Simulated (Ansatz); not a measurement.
Runs of Ansatz 0.2.0 on CoO. Symmetry: P6_3mc, No. 186, hexagonal system. The conventional cell has a = 3.198 Å, b = 3.198 Å, c = 5.229 Å, α = 90.00°, β = 90.00°, γ = 120.00°. Co (site symmetry 3m) is surrounded by 4 O at 1.93 to 1.97 Å. Around O (site symmetry 3m) lie 4 Co at 1.93 to 1.97 Å. Measurements of this composition are mostly on another form, of space group No. 225.

| task | level | spin | cutoff (eV) | smearing | points for each segment of the path | gap on the mesh (eV) | pressure (GPa) | moment (μB) | largest force (eV/Å) |
| --- | --- | --- | --- | --- | --- | --- | --- | --- | --- |
| band structure | LDA | collinear, ferromagnetic start | 420 | fermi-dirac 0.05 eV | 14 | none | -18.0 | 0.00 | (b) |
| single point | LDA | collinear, ferromagnetic start | 420 | gaussian 0.05 eV | - | none | -18.0 | 0.00 | 0.07 |
| band structure | r2SCAN | collinear, ferromagnetic start | 500 | fermi-dirac 0.05 eV | 14 | 0.72 | 0.5 | 0.00 | - |
| electric field gradients | LDA | collinear, program default start | 420 | gaussian 0.1 eV | - | none | (a) | 5.62 | 0.25 |

Alike in all rows: potentials or basis Ansatz PAW; cell as given; k mesh 10 × 10 × 5.

Question: Estimate the missing entries.

Answer: (a) -15.0; (b) 0.05.

Caveats: the PAW data sets come from PBE, with cores solved anew for the run's functional, which leaves a small shift of forces and pressure; semilocal functionals often make such compounds metallic where correlation or magnetic order opens a gap, which also shifts bond lengths (some runs); so large a pressure means that the cell lies far from this level's equilibrium, or that cutoff or potentials fall short (some runs); the magnetic or orbital state may not be the lowest (some runs).

A k mesh can miss the band edges.

A gap of «none» marks a metal or a gap under the smearing width.

Not every run made on this cell is shown here.
